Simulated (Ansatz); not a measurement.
# Cs₂SnI₆ — ¹¹⁹Sn Mössbauer parameters

Cell: a structure deposited in the COD, ions relaxed with PBE at fixed cell.

Space group Fm-3m (No. 225); a = 11.6300 Å.

```
site  Wyckoff  site symmetry       x       y       z
  Cs       8c           -43m  0.2500  0.2500  0.2500
  Sn       4a           m-3m  0.0000  0.0000  0.0000
   I      24e           4m.m  0.2488  0.5000  0.5000
```

One atom of each set is listed; the run and its k-mesh use a cell of 9 atoms with edges of 8.22, 8.22, 8.22 Å.

Method: Kohn–Sham DFT in Ansatz, r2SCAN, plane waves and PAW, scalar-relativistic, 500 eV cutoff, Γ-centred 5×5×5 k-points, Fermi–Dirac smearing 0.02 eV.

Isomer shifts (against SnO₂) follow from the electron density at the nucleus, δ = α(ρ − ρ₀), with α = 0.093 mm s⁻¹ a₀³ and ρ₀ = 183072.84 a₀⁻³ from a line fitted to 8 measured compounds at this level of theory (rms miss 0.14 mm/s). ΔE_Q = ½eQV_zz(1 + η²/3)^½ with Q = -0.132 b for the 23.9 keV state.

**Question.** Give the isomer shift and quadrupole splitting of each Sn site.

**Answer.** 

```
site  atoms    first shell  ρ − ρ₀ (a₀⁻³)  δ (mm/s)  ΔE_Q (mm/s)  η
  Sn      1  6 I at 2.89 Å           15.8      1.47         0.00  –
```

The shift of Sn is between ionic Sn(IV) and covalent tin.

Hardware: 4 threads of Arm Neoverse V1 (aarch64; 8 cores open to the job, memory cap 8.0 GiB, no GPU), a shared host with a load of 0.6 a core. Wall time 20 s, CPU time 74 s, peak memory 2.1 GiB.
